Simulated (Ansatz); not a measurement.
Runs of Ansatz 0.2.0 on Bi. The structure is cubic, space group Im-3m (No. 229). The conventional cell has a = 3.963 Å, b = 3.963 Å, c = 3.963 Å, α = 90.00°, β = 90.00°, γ = 90.00°. Bi (site symmetry m-3m) is surrounded by 8 Bi at 3.43 Å. This isn't the form of Bi at room conditions, which is rhombohedral.

```csv
potentials or basis,spin,k mesh,cutoff (eV),basis error allowed,pressure (GPa)
"all-electron LAPW, scalar-relativistic",off,7 × 7 × 7,159,0.001 eV/atom,-1.0
"all-electron LAPW, scalar-relativistic",off,9 × 9 × 9,159,0.001 eV/atom,-2.0
"all-electron LAPW, relativistic spinors","SOC, no magnetisation",7 × 7 × 7,160,0.001 eV/atom,-0.3
"all-electron LAPW, non-relativistic",off,9 × 9 × 9,158,0.001 eV/atom,(a)
all-electron PAW datasets made for the crystal,off,9 × 9 × 9,260,-,-2.0
"all-electron LAPW, inner shells corrected to Dirac's equation",off,9 × 9 × 9,159,0.001 eV/atom,-1.9
```

Alike in all rows: task band structure; level PBEsol; cell as given; smearing fermi-dirac 0.05 eV.

**Question.** Estimate the missing entries.

**Answer.** (a) 0.1.

Caveats: the k mesh is thin for a metal, which can move the energy by tens of meV per atom (some runs); relativity is left out, which matters for the heavier elements (some runs).

The runs don't all hold the same shells in valence.
